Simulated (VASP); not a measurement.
# TePt (R-3m) in VASP: further runs

Runs on TePt. Level: PBEsol+U. Tasks: single point.

Everything below comes from runs of VASP 6.6.1. Logs are shortened: lines on timing, memory, paths and dates and some standing lists are left out, and cuts for length are marked.

### Step 1. The crystal as given

Symmetry: R-3m, No. 166, trigonal system. The conventional cell has a = 3.963 Å, b = 3.963 Å, c = 19.983 Å, α = 90.00°, β = 90.00°, γ = 120.00°. Around Te (site symmetry 3m) lie 3 Pt at 2.59 Å. Around Pt (site symmetry 3m) lie 3 Te at 2.59 Å and 3 Pt at 2.72 Å.

### Step 2. Single point, PBEsol+U, collinear spin, typed start

The input, INCAR:

```
SYSTEM = TePt
ALGO = Normal
EDIFF = 1E-6
ENCUT = 520
GGA = PS
ISIF = 2
ISMEAR = 0
ISPIN = 2
LASPH = .TRUE.
LCHARG = .TRUE.
LDAU = .TRUE.
LDAUJ = 0 0.7
LDAUL = -1 2
LDAUPRINT = 1
LDAUTYPE = 1
LDAUU = 0 3
LELF = .TRUE.
LMAXMIX = 4
LORBIT = 11
LREAL = .FALSE.
LVHAR = .TRUE.
LWAVE = .FALSE.
MAGMOM = 0 0 2 -2
NBANDS = 28
NELM = 150
PREC = Accurate
SIGMA = 0.05
```

The input, KPOINTS:

```
k-points
0
G
  6 6 6
  0 0 0
```

The input, POSCAR:

```
TePt
1.0
    1.9815662800      1.1440578300      6.6610310500
   -1.9815662800      1.1440578300      6.6610310500
    0.0000000000     -2.2881156500      6.6610310500
Te Pt
2 2
Direct
    0.5980000000      0.5980000000      0.5980000000
    0.4020000000      0.4020000000      0.4020000000
    0.8703333333      0.8703333333      0.8703333333
    0.1296666667      0.1296666667      0.1296666667
```

Potentials or basis: VASP PAW PBE potentials, release 64 (Te, Pt).

Launch:

```console
$ cat potpaw_PBE.64/Te/POTCAR potpaw_PBE.64/Pt/POTCAR > POTCAR
$ mpirun -np 1 vasp_std > vasp.out
```

OUTCAR:

```text
SYSTEM = TePt
   EDIFF = 1E-6
   ENCUT = 520
   GGA = PS
   ISIF = 2
   ISMEAR = 0
   ISPIN = 2
   LASPH = .TRUE.
   LORBIT = 11
   LREAL = .FALSE.
   NELM = 150
   PREC = Accurate

 ion  position               nearest neighbor table
   1  0.598  0.598  0.598-   3 2.59   3 2.59   3 2.59   4 3.54   4 3.54   4 3.54   2 3.57   2 3.57
                             2 3.57
   2  0.402  0.402  0.402-   4 2.59   4 2.59   4 2.59   3 3.54   3 3.54   3 3.54   1 3.57   1 3.57
                             1 3.57
   3  0.870  0.870  0.870-   1 2.59   1 2.59   1 2.59   4 2.72   4 2.72   4 2.72   2 3.54   2 3.54
                             2 3.54
   4  0.130  0.130  0.130-   2 2.59   2 2.59   2 2.59   3 2.72   3 2.72   3 2.72   1 3.54   1 3.54
                             1 3.54

  LATTYP: Found a trigonal (rhomboedric) cell.
 ALAT       =     7.0430680736
 COS(alpha) =     0.8416845021

  Lattice vectors:

 A1 = (   1.9815662800,   1.1440578300,   6.6610310500)
 A2 = (  -1.9815662800,   1.1440578300,   6.6610310500)
 A3 = (   0.0000000000,  -2.2881156500,   6.6610310500)

Analysis of symmetry for initial positions (statically):
=====================================================================
 Subroutine PRICEL returns:
 Original cell was already a primitive cell.

 Routine SETGRP: Setting up the symmetry group for a
 trigonal (rhombohedral) supercell.

 Subroutine GETGRP returns: Found 12 space group operations
 (whereof 12 operations were pure point group operations)
 out of a pool of 12 trial point group operations.

The static configuration has the point symmetry D_3d.

Analysis of symmetry for dynamics (positions and initial velocities):
=====================================================================
 Subroutine PRICEL returns:
 Original cell was already a primitive cell.

 Routine SETGRP: Setting up the symmetry group for a
 trigonal (rhombohedral) supercell.

 Subroutine GETGRP returns: Found 12 space group operations
 (whereof 12 operations were pure point group operations)
 out of a pool of 12 trial point group operations.

The dynamic configuration has the point symmetry D_3d.

Analysis of structural, dynamic, and magnetic symmetry:
=====================================================================
 Subroutine PRICEL returns:
 Original cell was already a primitive cell.

 Routine SETGRP: Setting up the symmetry group for a
 trigonal (rhombohedral) supercell.

 Subroutine GETGRP returns: Found 12 space group operations
 (whereof 12 operations were pure point group operations)
 out of a pool of 12 trial point group operations.

The overall configuration has the point symmetry D_3d.

 Subroutine INISYM returns: Found 12 space group operations
 (whereof 12 operations are pure point group operations),
 and found     1 'primitive' translations

----------------------------------------------------------------------------------------

                                     Primitive cell

  volume of cell :      90.6044

  direct lattice vectors                    reciprocal lattice vectors
     1.981566280  1.144057830  6.661031050     0.252325650  0.145680282  0.050042303
    -1.981566280  1.144057830  6.661031050    -0.252325650  0.145680282  0.050042303
     0.000000000 -2.288115650  6.661031050     0.000000000 -0.291360564  0.050042303

  length of vectors
     7.043068074  7.043068074  7.043068073     0.295626809  0.295626809  0.295626809

  position of ions in fractional coordinates (direct lattice)
     0.598000000  0.598000000  0.598000000
     0.402000000  0.402000000  0.402000000
     0.870333333  0.870333333  0.870333333
     0.129666667  0.129666667  0.129666667

[... 95 lines left out ...]
   IALGO  =     38    algorithm
   IMIX   =      4    mixing-type and parameters
     AMIX     =   0.40;   BMIX     =  1.00
     AMIX_MAG =   1.60;   BMIX_MAG =  1.00
  volume/ion in A,a.u.               =      22.65       152.86
  Fermi-wavevector in a.u.,A,eV,Ry     =   1.157200  2.186791 18.219720  1.339112
  Thomas-Fermi vector in A             =   2.293813
   LORBIT       =     11    0 simple, 1 ext, 2 COOP (PROOUT), +10 PAW based schemes
 LDA+U is selected, type is set to LDAUTYPE =  1
   angular momentum for each species LDAUL =    -1    2
   U (eV)           for each species LDAUU =   0.0  3.0
   J (eV)           for each species LDAUJ =   0.0  0.7
   GGA     = PS    functional components
   LHFCALC =     F    Hartree Fock is set to
   AEXX    =    0.0000 exact exchange contribution
   IVDW    =     0    specifies the selected vdW correction
   LEPSILON=     F    determine dielectric tensor
   LRPA    =     F    only Hartree local field effects (RPA)
 spin polarized calculation
 Gauss-broadening in eV      SIGMA  =   0.05
  energy-cutoff  :      520.00
  volume of cell :       90.60
 maximum number of plane-waves:      2472
 NGX is ok and might be reduce to    54
   NGX = 27   NGY = 27   NGZ = 27

 number of electron      32.0000000 magnetization      -0.0000000

atom =   3  type =  2  l = 2

 onsite density matrix

spin component  1

  0.8360 -0.0000 -0.0000 -0.0686 -0.0000
 -0.0000  0.8115  0.0000 -0.0000 -0.0686
 -0.0000  0.0000  0.8941  0.0000  0.0000
 -0.0686 -0.0000  0.0000  0.8115 -0.0000
 -0.0000 -0.0686  0.0000 -0.0000  0.8360

spin component  2

  0.8360 -0.0000 -0.0000 -0.0686 -0.0000
 -0.0000  0.8116  0.0000 -0.0000 -0.0686
 -0.0000  0.0000  0.8942  0.0000  0.0000
 -0.0686 -0.0000  0.0000  0.8116 -0.0000
 -0.0000 -0.0686  0.0000 -0.0000  0.8360

 occupancies and eigenvectors

  o =  0.7540  v = -0.6421 -0.0000  0.0000 -0.7666 -0.0000  0.0000  0.0000  0.0000  0.0000  0.0000      0.0000  0.0000  0.0000  0.0000  0.0000  0.0000  0.0000  0.0000  0.0000  0.0000
  o =  0.7540  v =  0.0000 -0.7666  0.0000  0.0000 -0.6421  0.0000  0.0000  0.0000  0.0000  0.0000      0.0000  0.0000  0.0000  0.0000  0.0000  0.0000  0.0000  0.0000  0.0000  0.0000
  o =  0.7541  v =  0.0000  0.0000  0.0000  0.0000  0.0000  0.6421  0.0000  0.0000  0.7667  0.0000      0.0000  0.0000  0.0000  0.0000  0.0000  0.0000  0.0000  0.0000  0.0000  0.0000
  o =  0.7541  v =  0.0000  0.0000  0.0000  0.0000  0.0000  0.0000  0.7667 -0.0000 -0.0000  0.6421      0.0000  0.0000  0.0000  0.0000  0.0000  0.0000  0.0000  0.0000  0.0000  0.0000
  o =  0.8934  v =  0.7666 -0.0000 -0.0000 -0.6421  0.0000  0.0000  0.0000  0.0000  0.0000  0.0000      0.0000  0.0000  0.0000  0.0000  0.0000  0.0000  0.0000  0.0000  0.0000  0.0000
  o =  0.8934  v = -0.0000 -0.6421 -0.0000  0.0000  0.7666  0.0000  0.0000  0.0000  0.0000  0.0000      0.0000  0.0000  0.0000  0.0000  0.0000  0.0000  0.0000  0.0000  0.0000  0.0000
  o =  0.8935  v =  0.0000  0.0000  0.0000  0.0000  0.0000 -0.7667  0.0000  0.0000  0.6421  0.0000      0.0000  0.0000  0.0000  0.0000  0.0000  0.0000  0.0000  0.0000  0.0000  0.0000
  o =  0.8935  v =  0.0000  0.0000  0.0000  0.0000  0.0000  0.0000  0.6421  0.0000  0.0000 -0.7667      0.0000  0.0000  0.0000  0.0000  0.0000  0.0000  0.0000  0.0000  0.0000  0.0000
  o =  0.8941  v =  0.0000  0.0000 -1.0000 -0.0000 -0.0000  0.0000  0.0000  0.0000  0.0000  0.0000      0.0000  0.0000  0.0000  0.0000  0.0000  0.0000  0.0000  0.0000  0.0000  0.0000
  o =  0.8942  v =  0.0000  0.0000  0.0000  0.0000  0.0000  0.0000 -0.0000  1.0000 -0.0000  0.0000      0.0000  0.0000  0.0000  0.0000  0.0000  0.0000  0.0000  0.0000  0.0000  0.0000

atom =   4  type =  2  l = 2

 onsite density matrix

spin component  1

  0.8360  0.0000 -0.0000 -0.0686 -0.0000
  0.0000  0.8116  0.0000 -0.0000 -0.0686
 -0.0000  0.0000  0.8942  0.0000  0.0000
 -0.0686 -0.0000  0.0000  0.8116 -0.0000
 -0.0000 -0.0686  0.0000 -0.0000  0.8360

spin component  2

  0.8360  0.0000 -0.0000 -0.0686 -0.0000
  0.0000  0.8115  0.0000 -0.0000 -0.0686
 -0.0000  0.0000  0.8941  0.0000  0.0000
 -0.0686 -0.0000  0.0000  0.8115 -0.0000
 -0.0000 -0.0686  0.0000 -0.0000  0.8360

 occupancies and eigenvectors

  o =  0.7540  v =  0.0000  0.0000  0.0000  0.0000  0.0000  0.6421 -0.0000  0.0000  0.7666 -0.0000      0.0000  0.0000  0.0000  0.0000  0.0000  0.0000  0.0000  0.0000  0.0000  0.0000
  o =  0.7540  v =  0.0000  0.0000  0.0000  0.0000  0.0000 -0.0000 -0.7666  0.0000 -0.0000 -0.6421      0.0000  0.0000  0.0000  0.0000  0.0000  0.0000  0.0000  0.0000  0.0000  0.0000
  o =  0.7541  v = -0.6421  0.0000 -0.0000 -0.7667 -0.0000  0.0000  0.0000  0.0000  0.0000  0.0000      0.0000  0.0000  0.0000  0.0000  0.0000  0.0000  0.0000  0.0000  0.0000  0.0000
  o =  0.7541  v =  0.0000  0.7667 -0.0000 -0.0000  0.6421  0.0000  0.0000  0.0000  0.0000  0.0000      0.0000  0.0000  0.0000  0.0000  0.0000  0.0000  0.0000  0.0000  0.0000  0.0000
  o =  0.8934  v =  0.0000  0.0000  0.0000  0.0000  0.0000  0.7666  0.0000  0.0000 -0.6421 -0.0000      0.0000  0.0000  0.0000  0.0000  0.0000  0.0000  0.0000  0.0000  0.0000  0.0000
  o =  0.8934  v =  0.0000  0.0000  0.0000  0.0000  0.0000 -0.0000  0.6421  0.0000  0.0000 -0.7666      0.0000  0.0000  0.0000  0.0000  0.0000  0.0000  0.0000  0.0000  0.0000  0.0000
  o =  0.8935  v = -0.7667  0.0000  0.0000  0.6421  0.0000  0.0000  0.0000  0.0000  0.0000  0.0000      0.0000  0.0000  0.0000  0.0000  0.0000  0.0000  0.0000  0.0000  0.0000  0.0000
  o =  0.8935  v =  0.0000  0.6421  0.0000  0.0000 -0.7667  0.0000  0.0000  0.0000  0.0000  0.0000      0.0000  0.0000  0.0000  0.0000  0.0000  0.0000  0.0000  0.0000  0.0000  0.0000
  o =  0.8941  v =  0.0000  0.0000  0.0000  0.0000  0.0000  0.0000  0.0000 -1.0000 -0.0000 -0.0000      0.0000  0.0000  0.0000  0.0000  0.0000  0.0000  0.0000  0.0000  0.0000  0.0000
  o =  0.8942  v =  0.0000  0.0000 -1.0000  0.0000 -0.0000  0.0000  0.0000  0.0000  0.0000  0.0000      0.0000  0.0000  0.0000  0.0000  0.0000  0.0000  0.0000  0.0000  0.0000  0.0000

 number of electron      32.0000000 magnetization       0.0000000

 Free energy of the ion-electron system (eV)
  ---------------------------------------------------
  ext. energy  EPLUGINS =         0.00000000
  ---------------------------------------------------
  free energy    TOTEN  =       -19.17486877 eV

  energy without entropy =      -19.17050101  energy(sigma->0) =      -19.17268489

 E-fermi :   8.1540     XC(G=0): -11.0249

 val. band max:        8.1438156550   @ k =   0.3333   0.1667  -0.0000
 cond. band min:       8.1780105638   @ k =   0.5000   0.5000   0.1667
 fundamental gap:      0.0341949088
 Fermi energy:         8.1539703438

 spin component 1

 k-point     1 :       0.0000    0.0000    0.0000
  band No.  band energies     occupation
      1      -5.1149      1.00000
      2      -3.5825      1.00000
      3       1.4052      1.00000
      4       2.5054      1.00000
      5       2.5054      1.00000
      6       3.0107      1.00000
[... 1481 lines left out ...]
     27      18.8580      0.00000
     28      20.3854      0.00000

 [... further k-points ...]

------------------------ aborting loop because EDIFF is reached ----------------------------------------

  FORCE on cell =-STRESS in cart. coord.  units (eV):
  Direction    XX          YY          ZZ          XY          YZ          ZX
  --------------------------------------------------------------------------------------
  -------------------------------------------------------------------------------------
  Total       -1.3091975     -1.3091975     -1.3899307      0.0000000     -0.0000000      0.0000000
  in kB      -23.1508238    -23.1508239    -24.5784470      0.0000000     -0.0000000      0.0000000
  external PRESSURE =     -23.6266982 kB  Pullay stress =       0.0000000 kB

 VOLUME and BASIS-vectors are now :
 -----------------------------------------------------------------------------
  energy-cutoff  :      520.00
  volume of cell :       90.60
      direct lattice vectors                 reciprocal lattice vectors
     1.981566280  1.144057830  6.661031050     0.252325650  0.145680282  0.050042303
    -1.981566280  1.144057830  6.661031050    -0.252325650  0.145680282  0.050042303
     0.000000000 -2.288115650  6.661031050     0.000000000 -0.291360564  0.050042303

 POSITION                                       TOTAL-FORCE (eV/Angst)
 -----------------------------------------------------------------------------------
      0.00000      0.00000     11.94989         0.000000     -0.000000     -0.150233
      0.00000      0.00000      8.03320         0.000000      0.000000      0.150233
      0.00000      0.00000     17.39195         0.000000     -0.000000     -0.323332
      0.00000      0.00000      2.59114         0.000000      0.000000      0.323332
 -----------------------------------------------------------------------------------
    total drift:                                0.000000     -0.000000      0.000000

  FREE ENERGIE OF THE ION-ELECTRON SYSTEM (eV)
  ---------------------------------------------------
  free  energy   TOTEN  =       -19.1748687719 eV

  energy  without entropy=      -19.1705010140  energy(sigma->0) =      -19.17268489

 total charge

# of ion       s       p       d       tot
------------------------------------------
    1        1.393   1.836   0.086   3.316
    2        1.393   1.836   0.086   3.316
    3        0.664   0.565   8.322   9.551
    4        0.664   0.565   8.322   9.551
--------------------------------------------------
tot          4.113   4.803  16.816  25.732

 magnetization (x)

# of ion       s       p       d       tot
------------------------------------------
    1        0.000   0.000   0.000   0.000
    2       -0.000  -0.000  -0.000  -0.000
    3        0.000   0.000  -0.000   0.000
    4       -0.000  -0.000   0.000  -0.000
--------------------------------------------------
tot          0.000   0.000   0.000   0.000
```

Wall time 6.6 min (1 thread of Intel Xeon Platinum 8488C (Sapphire Rapids), shared host); peak memory 0.54 GiB.

Results:

```
Free energy                                           : -19.1749 eV
Pressure                                              : -2.4 GPa
Largest force                                         : 0.323 eV/Å
Band gap on the k mesh                                : none (metal or under the smearing width)
Net moment                                            : 0.00 μB per cell
Valence electrons inside the program's atomic spheres : Te 3.32; Pt 9.55
```

Forces in eV/Å, atoms in the order of the input:
```
Te   0.000  0.000 -0.150
Te   0.000  0.000  0.150
Pt   0.000  0.000 -0.323
Pt   0.000  0.000  0.323
```

Levels at points of the mesh, in eV from the Fermi level:
Spin up:
```
           k point  band 13  band 14  band 15  band 16  band 17  band 18  band 19  band 20
(0.00, 0.00, 0.00)    -2.03     0.73     0.73     0.89     1.37     2.84     2.84     4.65
(0.50, 0.00, 0.00)    -2.91    -2.23    -2.22    -0.94     0.37     1.30     2.03     3.86
(0.50, 0.50, 0.00)    -2.75    -2.13    -1.65    -1.33    -1.21     2.50     3.88     4.76
(0.50, 0.50, 0.50)    -1.93    -1.74     1.32     1.32     1.93     1.93     3.60     4.65
```
Spin down:
```tsv
k point	band 13	band 14	band 15	band 16	band 17	band 18	band 19	band 20
(0.00, 0.00, 0.00)	-2.03	0.73	0.73	0.89	1.37	2.84	2.84	4.65
(0.50, 0.00, 0.00)	-2.91	-2.23	-2.22	-0.94	0.37	1.30	2.03	3.86
(0.50, 0.50, 0.00)	-2.75	-2.13	-1.65	-1.33	-1.21	2.50	3.88	4.76
(0.50, 0.50, 0.50)	-1.93	-1.74	1.32	1.32	1.93	1.93	3.60	4.65
```

Eigenvalues of the final occupation matrices:
```
    site  spin  trace               eigenvalues
site 3 d     1   4.19  0.75 0.75 0.89 0.89 0.89
site 3 d     2   4.19  0.75 0.75 0.89 0.89 0.89
site 4 d     1   4.19  0.75 0.75 0.89 0.89 0.89
site 4 d     2   4.19  0.75 0.75 0.89 0.89 0.89
```

Caveat: the PAW data sets were made with another functional, which shifts forces and pressure a little; the U is typed as a test and isn't derived for this compound. The state reached can hang on the start; a lower one may exist.

### Step 3. Single point, PBEsol+U, collinear spin, zero start

The input, INCAR:

```
  PREC = Accurate
  ENCUT = 520
  EDIFF = 1E-6
  ISMEAR = 0
  SIGMA = 0.05
  LREAL = False
  LASPH = True
  NELM = 150
  ALGO = Normal
  ISIF = 2
  LWAVE = False
  LCHARG = False
  ISPIN = 2
  MAGMOM = 0 0 0 0
  LORBIT = 11
  LMAXMIX = 4
  LDAU = True
  LDAUTYPE = 1
  LDAUL = -1 2
  LDAUU = 0 3
  LDAUJ = 0 0.7
  LDAUPRINT = 1
  GGA = PS
  NBANDS = 28
```

The input, KPOINTS:

```
regular mesh
0
Gamma
  6 6 6
```

POSCAR is that of step 2.

Potentials or basis: VASP PAW PBE potentials, release 64 (Te, Pt).

Launch:

```console
$ cat potpaw_PBE.64/Te/POTCAR potpaw_PBE.64/Pt/POTCAR > POTCAR
$ mpirun -np 1 vasp_std > vasp.out
```

Wall time 6.4 min (1 thread of Intel Xeon Platinum 8488C (Sapphire Rapids), shared host); peak memory 0.54 GiB.

Results (log left out):

```
Free energy                                           : -19.1749 eV
Pressure                                              : -2.4 GPa
Largest force                                         : 0.324 eV/Å
Band gap on the k mesh                                : none (metal or under the smearing width)
Net moment                                            : 0.00 μB per cell
Valence electrons inside the program's atomic spheres : Te 3.32; Pt 9.55
```

Forces in eV/Å, atoms in the order of the input:
```
Te   0.000  0.000 -0.150
Te   0.000  0.000  0.150
Pt   0.000  0.000 -0.324
Pt   0.000  0.000  0.324
```

Stress tensor (GPa, compression positive):
```
-2.31  0.00  0.00
 0.00 -2.31  0.00
 0.00  0.00 -2.45
```

Levels at points of the mesh, in eV from the Fermi level:
Spin up:
| k point | band 12 | band 13 | band 14 | band 15 | band 16 | band 17 | band 18 | band 19 | band 20 | band 21 |
| --- | --- | --- | --- | --- | --- | --- | --- | --- | --- | --- |
| (0.00, 0.00, 0.00) | -2.40 | -2.03 | 0.73 | 0.73 | 0.89 | 1.37 | 2.84 | 2.84 | 4.65 | 6.10 |
| (0.50, 0.00, 0.00) | -2.91 | -2.91 | -2.23 | -2.22 | -0.94 | 0.37 | 1.30 | 2.03 | 3.86 | 4.79 |
| (0.50, 0.50, 0.00) | -2.89 | -2.75 | -2.13 | -1.65 | -1.33 | -1.21 | 2.50 | 3.88 | 4.76 | 5.54 |
| (0.50, 0.50, 0.50) | -2.39 | -1.93 | -1.74 | 1.32 | 1.32 | 1.93 | 1.93 | 3.60 | 4.65 | 4.79 |
Spin down:
```csv
k point,band 13,band 14,band 15,band 16,band 17,band 18,band 19,band 20
"(0.00, 0.00, 0.00)",-2.03,0.73,0.73,0.89,1.37,2.84,2.84,4.65
"(0.50, 0.00, 0.00)",-2.91,-2.23,-2.22,-0.94,0.37,1.30,2.03,3.86
"(0.50, 0.50, 0.00)",-2.75,-2.13,-1.65,-1.33,-1.21,2.50,3.88,4.76
"(0.50, 0.50, 0.50)",-1.93,-1.74,1.32,1.32,1.93,1.93,3.60,4.65
```

Eigenvalues of the final occupation matrices:
| site | spin | trace | eigenvalues |
| --- | --- | --- | --- |
| site 3 d | 1 | 4.19 | 0.75 0.75 0.89 0.89 0.89 |
| site 3 d | 2 | 4.19 | 0.75 0.75 0.89 0.89 0.89 |
| site 4 d | 1 | 4.19 | 0.75 0.75 0.89 0.89 0.89 |
| site 4 d | 2 | 4.19 | 0.75 0.75 0.89 0.89 0.89 |

Caveat: the PAW data sets were made with another functional, which shifts forces and pressure a little; the U is typed as a test and isn't derived for this compound.
